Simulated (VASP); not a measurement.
Here is a VASP 6.6.1 calculation.

File POSCAR:

```
MgS
1.0
    0.0000000000      2.6016500000      2.6016500000
    2.6016500000      0.0000000000      2.6016500000
    2.6016500000      2.6016500000      0.0000000000
S Mg
1 1
Direct
    0.5000000000      0.5000000000      0.5000000000
    0.0000000000      0.0000000000      0.0000000000
```

File INCAR.step1:

```
SYSTEM = MgS
PREC = Accurate
ENCUT = 520
EDIFF = 1E-5
ISMEAR = 0
SIGMA = 0.02
LREAL = .False.
LASPH = .True.
NELM = 100
ALGO = Normal
ISIF = 2
LWAVE = .True.
LCHARG = .False.
NBANDS = 11
GGA = PE
```

Contents of INCAR.step2:

```
SYSTEM = MgS
PREC = Accurate
ENCUT = 520
EDIFF = 1E-6
ISMEAR = 0
SIGMA = 0.02
LREAL = .False.
LASPH = .True.
NELM = 100
ALGO = Normal
ISIF = 2
LWAVE = .False.
LCHARG = .False.
METAGGA = MBJ
NBANDS = 11
ISTART = 1
```

File KPOINTS:

```
Automatic mesh
0
Gamma
  8 8 8
  0 0 0
```

File KPOINTS_OPT:

```
path GXWKGLUWLK,UX
10
line-mode
reciprocal
 0.0000000000  0.0000000000  0.0000000000  G
 0.5000000000  0.0000000000  0.5000000000  X

 0.5000000000  0.0000000000  0.5000000000  X
 0.5000000000  0.2500000000  0.7500000000  W

 0.5000000000  0.2500000000  0.7500000000  W
 0.3750000000  0.3750000000  0.7500000000  K

 0.3750000000  0.3750000000  0.7500000000  K
 0.0000000000  0.0000000000  0.0000000000  G

 0.0000000000  0.0000000000  0.0000000000  G
 0.5000000000  0.5000000000  0.5000000000  L

 0.5000000000  0.5000000000  0.5000000000  L
 0.6250000000  0.2500000000  0.6250000000  U

 0.6250000000  0.2500000000  0.6250000000  U
 0.5000000000  0.2500000000  0.7500000000  W

 0.5000000000  0.2500000000  0.7500000000  W
 0.5000000000  0.5000000000  0.5000000000  L

 0.5000000000  0.5000000000  0.5000000000  L
 0.3750000000  0.3750000000  0.7500000000  K

 0.6250000000  0.2500000000  0.6250000000  U
 0.5000000000  0.0000000000  0.5000000000  X
```

Potentials or basis: VASP PAW PBE potentials, release 64 (S, Mg).

Run with:

```bash
$ cat potpaw_PBE.64/S/POTCAR potpaw_PBE.64/Mg/POTCAR > POTCAR
$ cp INCAR.step1 INCAR
$ mpirun -np 1 vasp_std > vasp.out
$ cp INCAR.step2 INCAR
$ mpirun -np 1 vasp_std > vasp.out
```

(1) What does it give for the band gap on the k mesh?

(2) What does it give for the band gap along the path?

Results:

(1) 4.00 eV, indirect (least direct gap 5.08 eV).

(2) 4.00 eV, indirect (least direct gap 5.08 eV).
